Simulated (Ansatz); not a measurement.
Molecular dynamics on a 1×1×1 supercell (4 atoms) of SnSe (wurtzite), relaxed with r2SCAN. Forces come from PBE in the plane-wave code Ansatz: a Nosé-Hoover thermostat at fixed volume, 800 K, steps of 2 fs. Computed, non-magnetic; the trajectory is short and the cell small, so nothing here is a converged average. The structure comes from a prototype and may be hypothetical.

```yaml
crystal:
  lattice:
    - [5.0747781503, 0.0, 0.0]
    - [-2.5373890752, 4.3948867967, 0.0]
    - [0.0, 0.0, 6.1736757433]
  atoms:
    - { symbol: Sn, position: [0.3333333333, 0.6666666667, -0.0391356266] }
    - { symbol: Sn, position: [0.6666666667, 0.3333333333, 0.4608643734] }
    - { symbol: Se, position: [0.3333333333, 0.6666666667, 0.4141356266] }
    - { symbol: Se, position: [0.6666666667, 0.3333333333, 0.9141356266] }
kpoints:
  mp_grid: { grid: [6, 6, 2] }
hamiltonian:
  xc: pbe
scf:
  occupations: { method: fermi_dirac, width: 0.069 }
md:
  ensemble: nvt_nose_hoover
  temperature: 800
  timestep: 2.0
  n_steps: 30
  initial_velocities: maxwell_boltzmann
  seed: 2625
```

Command: `ansatz run input.yaml --threads 4 --pin off --max-ram 3686MiB --backend cpu --events-out ev --progress --plain --runs-dir out`. It took 73 s on 4 threads of Arm Neoverse V2 (shared host), load about 0.9 per core; peak host memory 0.59 GiB.

```tsv
step	t (fs)	T (K)	free energy F from step 0 (meV/atom)	kinetic energy (meV/atom)	largest force (eV/Å)
0	0	800	0.0	77.6	0.09
1	2	800	0.0	77.6	0.10
2	4	800	0.0	77.5	0.11
3	6	798	0.2	77.4	0.13
4	8	796	0.4	77.1	0.15
5	10	792	0.8	76.8	0.17
6	12	787	1.3	76.3	0.20
7	14	781	1.8	75.7	0.23
8	16	774	2.5	75.1	0.26
9	18	767	3.3	74.3	0.29
10	20	758	4.1	73.5	0.33
11	22	748	5.1	72.5	0.36
12	24	737	6.1	71.5	0.40
13	26	726	7.2	70.4	0.44
14	28	714	8.5	69.2	0.47
15	30	701	9.8	67.9	0.51
16	32	687	11.1	66.6	0.55
17	34	673	12.5	65.2	0.59
18	36	658	14.0	63.8	0.63
19	38	643	15.5	62.4	0.66
20	40	628	17.0	60.9	0.70
21	42	613	18.6	59.4	0.74
22	44	598	20.1	58.0	0.77
23	46	583	21.7	56.5	0.81
24	48	569	23.2	55.1	0.84
25	50	555	24.6	53.8	0.87
26	52	542	26.0	52.5	0.90
27	54	530	27.3	51.4	0.93
28	56	519	28.5	50.3	0.96
29	58	510	29.6	49.4	0.98
30	60	502	30.6	48.7	1.00
```

The temperature goes from 800 K to 502 K in 60 fs. The thermostat hasn't had time to restore it. The atoms start on their lattice sites with kinetic energy alone, so much of it first passes into potential energy. By the last step the atoms have moved 0.23 Å in the root mean square, the drift of the whole cell taken out, 0.34 Å at most.

Positions (Å) and forces (eV/Å) at step 30:
```
Sn  -0.116   2.947  -0.214     0.755   0.637  -0.153
Sn   2.602   1.383   2.878    -0.140  -0.150   0.050
Se  -0.026   2.694   2.473     0.067  -0.010   0.289
Se   2.641   1.799   5.635    -0.682  -0.478  -0.186
```
